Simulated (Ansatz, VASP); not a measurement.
**SiO2 in VASP and in Ansatz**

```xyz
6
Lattice="4.0965 0.0000 0.0000 0.0000 4.0965 0.0000 0.0000 0.0000 2.6678" Properties=species:S:1:pos:R:3 pbc="T T T"
Si    0.0000    0.0000    0.0000
Si    2.0482    2.0482    1.3339
O     1.2564    1.2564    0.0000
O     0.7919    3.3046    1.3339
O     2.8401    2.8401    0.0000
O     3.3046    0.7919    1.3339
```

Change from the starting cell: equal xx and yy strain of -2 %.

Alike in both runs: task single point; functional PBE; k mesh 6 × 6 × 9; occupations fermi-dirac, width 0.03 eV; no spin polarisation.

```csv
,VASP,Ansatz
version,VASP 6.6.1,Ansatz 0.2.0
potentials or method,"VASP PAW PBE potentials, release 64 (Si, O), cutoff 520 eV","all-electron LAPW, scalar-relativistic"
```

VASP gave:

```
gap on the k mesh at the Fermi level (eV)       : 6.27
pressure (GPa)                                  : 25.2
largest component of the traceless stress (GPa) : 3.82
rms of the force components (eV/Å)              : 0.296
```

What did Ansatz give for the same quantities?

gap on the k mesh at the Fermi level (eV): 6.29; pressure (GPa): 24.8; largest component of the traceless stress (GPa): 4.26; rms of the force components (eV/Å): 0.286.

Atom by atom the forces differ by 0.009 eV/Å (rms over components). Ansatz ran all-electron here, so the differences hold the error of VASP's frozen core and of both bases.

Caveats: so large a pressure means that the cell lies far from this level's equilibrium, or that cutoff or potentials fall short (VASP); an odd mesh through Γ misses points on the zone boundary, where band edges often lie.
